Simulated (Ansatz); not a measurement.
## Every step of a relaxation of B

DFT, PBE, PAW with Ansatz's default frozen-core files, scalar-relativistic (Ansatz 0.2.0); a Γ-centred 8×8×8 k mesh, Fermi–Dirac smearing of 0.05 eV, no spin polarisation. The run relaxes cell and atoms at a target pressure of 0 GPa.

Command: `ansatz run input.yaml --threads 4 --pin off --max-ram 10240MiB --backend cpu --events-out ev --progress --plain --runs-dir out` It took 16 s on 4 threads of Arm Neoverse V1 (shared host), peak memory 0.48 GiB.

```yaml
crystal:
  lattice:
    - [2.454, 1.4168175606, 4.189]
    - [-2.454, 1.4168175606, 4.189]
    - [0.0, -2.8336351212, 4.189]
  atoms:
    - { symbol: B, position: [0.0104, 0.6573, 0.0104] }
    - { symbol: B, position: [0.0104, 0.0104, 0.6573] }
    - { symbol: B, position: [0.6573, 0.0104, 0.0104] }
    - { symbol: B, position: [0.9896, 0.3427, 0.9896] }
    - { symbol: B, position: [0.3427, 0.9896, 0.9896] }
    - { symbol: B, position: [0.9896, 0.9896, 0.3427] }
    - { symbol: B, position: [0.2206, 0.6323, 0.2206] }
    - { symbol: B, position: [0.2206, 0.2206, 0.6323] }
    - { symbol: B, position: [0.6323, 0.2206, 0.2206] }
    - { symbol: B, position: [0.7794, 0.3677, 0.7794] }
    - { symbol: B, position: [0.3677, 0.7794, 0.7794] }
    - { symbol: B, position: [0.7794, 0.7794, 0.3677] }
kpoints:
  mp_grid: { grid: [8, 8, 8] }
scf:
  occupations: { method: fermi_dirac, width: 0.05 }
hamiltonian:
  xc: pbe
  pseudopotentials: { kind: paw }
output:
  forces: true
  stress: true
  write_density: true
  write_potential: true
  elf: true
  volumetric_format: npy
relax:
  f_tol: 0.003
  max_steps: 80
  cell: {}
```

Each step lists its free energy a cell above the last geometry, the pressure, the cell vectors (Å), and Cartesian positions (Å) with forces (eV/Å).

The first step:

```
step 1  dF = 49.00 meV  P = -0.34 GPa
  cell 2.4540 1.4168 4.1890  -2.4540 1.4168 4.1890  0.0000 -2.8336 4.1890
  B -1.5875 0.9165 2.8406   0.4407 -0.2544 -0.6795
  B 0.0000 -1.8331 2.8406   0.0000 0.5089 -0.6795
  B 1.5875 0.9165 2.8406   -0.4407 -0.2544 -0.6795
  B 1.5875 -0.9165 9.7264   -0.4407 0.2544 0.6795
  B -1.5875 -0.9165 9.7264   0.4407 0.2544 0.6795
  B 0.0000 1.8331 9.7264   0.0000 -0.5089 0.6795
  B -1.0103 0.5833 4.4969   0.1375 -0.0794 -0.0705
  B 0.0000 -1.1666 4.4969   0.0000 0.1588 -0.0705
  B 1.0103 0.5833 4.4969   -0.1375 -0.0794 -0.0705
  B 1.0103 -0.5833 8.0701   -0.1375 0.0794 0.0705
  B -1.0103 -0.5833 8.0701   0.1375 0.0794 0.0705
  B 0.0000 1.1666 8.0701   0.0000 -0.1588 0.0705
```

**Question.** Where does the relaxation end, and by which steps?

**Answer.** After 5 geometries, with conventional a, b, c = 4.899, 4.899, 12.546 Å, at 7.242 Å³/atom (-0.55 % against the start) in space group R-3m, with a shortest distance of 1.672 Å. The further steps:
```
step 2  dF = 8.87 meV  P = 0.49 GPa
  cell 2.4485 1.4136 4.1837  -2.4485 1.4136 4.1837  0.0000 -2.8273 4.1837
  B -1.5793 0.9118 2.8281   0.1878 -0.1084 -0.2794
  B 0.0000 -1.8236 2.8281   0.0000 0.2169 -0.2794
  B 1.5793 0.9118 2.8281   -0.1878 -0.1084 -0.2794
  B 1.5793 -0.9118 9.7230   -0.1878 0.1084 0.2794
  B -1.5793 -0.9118 9.7230   0.1878 0.1084 0.2794
  B 0.0000 1.8236 9.7230   0.0000 -0.2169 0.2794
  B -1.0060 0.5808 4.4906   0.1018 -0.0588 -0.0513
  B 0.0000 -1.1616 4.4906   0.0000 0.1176 -0.0513
  B 1.0060 0.5808 4.4906   -0.1018 -0.0588 -0.0513
  B 1.0060 -0.5808 8.0605   -0.1018 0.0588 0.0513
  B -1.0060 -0.5808 8.0605   0.1018 0.0588 0.0513
  B 0.0000 1.1616 8.0605   0.0000 -0.1176 0.0513
step 3  dF = 0.09 meV  P = 0.24 GPa
  cell 2.4495 1.4142 4.1780  -2.4495 1.4142 4.1780  0.0000 -2.8285 4.1780
  B -1.5773 0.9106 2.8180   -0.0023 0.0013 0.0162
  B 0.0000 -1.8213 2.8180   0.0000 -0.0026 0.0162
  B 1.5773 0.9106 2.8180   0.0023 0.0013 0.0162
  B 1.5773 -0.9106 9.7160   0.0023 -0.0013 -0.0162
  B -1.5773 -0.9106 9.7160   -0.0023 -0.0013 -0.0162
  B 0.0000 1.8213 9.7160   0.0000 0.0026 -0.0162
  B -1.0038 0.5795 4.4828   0.0124 -0.0072 -0.0170
  B 0.0000 -1.1591 4.4828   0.0000 0.0143 -0.0170
  B 1.0038 0.5795 4.4828   -0.0124 -0.0072 -0.0170
  B 1.0038 -0.5795 8.0512   -0.0124 0.0072 0.0170
  B -1.0038 -0.5795 8.0512   0.0124 0.0072 0.0170
  B 0.0000 1.1591 8.0512   0.0000 -0.0143 0.0170
step 4  dF = 0.45 meV  P = -0.20 GPa  (not accepted)
  cell 2.4493 1.4141 4.1857  -2.4493 1.4141 4.1857  0.0000 -2.8282 4.1857
  B -1.5763 0.9101 2.8242   -0.0142 0.0082 -0.0082
  B 0.0000 -1.8201 2.8242   0.0000 -0.0164 -0.0082
  B 1.5763 0.9101 2.8242   0.0142 0.0082 -0.0082
  B 1.5763 -0.9101 9.7329   0.0142 -0.0082 0.0082
  B -1.5763 -0.9101 9.7329   -0.0142 -0.0082 0.0082
  B 0.0000 1.8201 9.7329   0.0000 0.0164 0.0082
  B -1.0027 0.5789 4.4883   -0.0109 0.0063 0.0255
  B 0.0000 -1.1578 4.4883   0.0000 -0.0126 0.0255
  B 1.0027 0.5789 4.4883   0.0109 0.0063 0.0255
  B 1.0027 -0.5789 8.0687   0.0109 -0.0063 -0.0255
  B -1.0027 -0.5789 8.0687   -0.0109 -0.0063 -0.0255
  B 0.0000 1.1578 8.0687   0.0000 0.0126 -0.0255
step 5  dF = 0.00 meV  P = 0.02 GPa
  cell 2.4494 1.4141 4.1819  -2.4494 1.4141 4.1819  0.0000 -2.8283 4.1819
  B -1.5769 0.9104 2.8212   0.0001 -0.0001 -0.0003
  B 0.0000 -1.8209 2.8212   0.0000 0.0001 -0.0003
  B 1.5769 0.9104 2.8212   -0.0001 -0.0001 -0.0003
  B 1.5769 -0.9104 9.7244   -0.0001 0.0001 0.0003
  B -1.5769 -0.9104 9.7244   0.0001 0.0001 0.0003
  B 0.0000 1.8209 9.7244   0.0000 -0.0001 0.0003
  B -1.0031 0.5792 4.4858   -0.0021 0.0012 -0.0011
  B 0.0000 -1.1583 4.4858   0.0000 -0.0024 -0.0011
  B 1.0031 0.5792 4.4858   0.0021 0.0012 -0.0011
  B 1.0031 -0.5792 8.0597   0.0021 -0.0012 0.0011
  B -1.0031 -0.5792 8.0597   -0.0021 -0.0012 0.0011
  B 0.0000 1.1583 8.0597   0.0000 0.0024 0.0011
step 6  dF = 1.16 meV  P = 0.00 GPa  (same geometry on a basis chosen anew; earlier energies don't compare to the last digit)
  cell 2.4494 1.4141 4.1819  -2.4494 1.4141 4.1819  0.0000 -2.8283 4.1819
  B -1.5769 0.9104 2.8212   0.0002 -0.0001 -0.0005
  B 0.0000 -1.8209 2.8212   0.0000 0.0002 -0.0005
  B 1.5769 0.9104 2.8212   -0.0002 -0.0001 -0.0005
  B 1.5769 -0.9104 9.7244   -0.0002 0.0001 0.0005
  B -1.5769 -0.9104 9.7244   0.0002 0.0001 0.0005
  B 0.0000 1.8209 9.7244   0.0000 -0.0002 0.0005
  B -1.0031 0.5792 4.4858   -0.0019 0.0011 -0.0010
  B 0.0000 -1.1583 4.4858   0.0000 -0.0022 -0.0010
  B 1.0031 0.5792 4.4858   0.0019 0.0011 -0.0010
  B 1.0031 -0.5792 8.0597   0.0019 -0.0011 0.0010
  B -1.0031 -0.5792 8.0597   -0.0019 -0.0011 0.0010
  B 0.0000 1.1583 8.0597   0.0000 0.0022 0.0010
```
